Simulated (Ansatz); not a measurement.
Zincblende SiC: a field-response calculation (clamped ions) in Ansatz 0.2.0 (r2SCAN). The cell was relaxed with r2SCAN and then strained (epitaxial +1.0 % in the xy plane, free normal strain -0.65 %), with the atoms relaxed again with r2SCAN; k points keep the names of the unstrained zone.

input.yaml:
```yaml
crystal:
  lattice:
    - [0.0, 2.1998328745, 2.1639622962]
    - [2.1998328745, 0.0, 2.1639622962]
    - [2.1998328745, 2.1998328745, 0.0]
  atoms:
    - { symbol: Si, position: [0.0, 0.0, 0.0] }
    - { symbol: C, position: [0.25, 0.25, 0.25] }
kpoints:
  mp_grid: { grid: [8, 8, 8] }
hamiltonian:
  xc: r2scan
scf:
  occupations: { method: fixed }
dielectric: {}
```

Run as `ansatz run input.yaml --threads 2 --pin off --max-ram 20275MiB --backend cpu --events-out ev --progress --plain --runs-dir out`.

Task: It ran on 2 threads of AMD EPYC 7R13 Processor (Zen 3), with other jobs on the host, load about 3.8 per core. About how long did it take, and what peak of host memory did it reach?

Result: About 25 s, with a peak of 0.83 GiB.

Task: Predict the output.

Result: Main lines of the log:
```
Functional definition: r2SCAN
Crystal: 2 atoms, lattice volume = 20.944 Å³
Basis set: ecut = 500 eV, 535 PW (Γ)
Bands: 8, of which v1, the nominal top of the filled ones, is band 4 counted from 1 (3 counted from 0)
Symmetry: 8 space group operations
k-points: 260 of 512 (irreducible under 1 space group operation, time reversal used)
preconditioner: auto → none  [insulator: Δε(μ)=1.494 eV  ℏωp=22.9 eV]
Free energy (F): -891.327253 eV
Fermi energy:    9.287329 eV
--- Per-component energies (eV) ---
  E_band       = 24.525531
  E_kinetic    = 135.303861
  E_local      = -104.313824
  E_nonlocal   = 50.194622
  E_hartree    = 32.575778
  E_xc         = -101.106660
  E_vxc        = -118.292562
  E_paw        = -620.231172
  E_vpaw       = -9.075003
  E_vtau       = 5.556829
  E_ewald      = -283.648659
  E_core_change = -0.101207
--- Band table (eV; the first three rows and the last of 260) ---
  k-point 0: bands = [-6.8728, 9.1747, 9.1747, 9.2873, 15.8601, 16.9402, 16.9892, 16.9892]
  k-point 1: bands = [-6.5602, 7.6691, 8.9533, 9.0532, 16.1213, 17.3244, 17.3446, 17.5834]
  k-point 2: bands = [-5.6491, 4.7624, 8.5052, 8.6523, 15.6304, 17.5350, 17.6820, 19.2537]
  k-point 259: bands = [-3.2918, 0.4581, 8.0072, 8.2111, 15.0463, 16.7757, 17.0534, 20.0783]
--- Dielectric response (ions clamped): 3 representative field directions + reference, inside a basis on a mesh of 512 k-points ---
  ε∞ (high-frequency dielectric tensor):
        6.581705     0.000000     0.000000
        0.000000     6.581705     0.000000
        0.000000     0.000000     6.517004
  Born effective charges Z* (e; rows j = field, columns β = displacement):
    site 0:
         2.72248    0.00000    0.00000
         0.00000    2.72248    0.00000
         0.00000    0.00000    2.68749
    site 1:
        -2.72248    0.00000    0.00000
         0.00000   -2.72248    0.00000
         0.00000    0.00000   -2.68749
  ε∞ is read to err by 1.8e-2, Z* by 8.9e-3 e
```
Iteration counts and the last digits belong to this one run.

The rows of the band table are 0: (0, 0, 0) = Γ, 1: (0, 0, 1/8), 2: (0, 0, 1/4), 259: (-1/2, -1/2, -1/2) = L.

ε∞: 6.58 along x and y, 6.52 along z. Born charges, averaged over directions: Si +2.71, C -2.71 e.

The values are computed, spin-unpolarised, and not measurements.
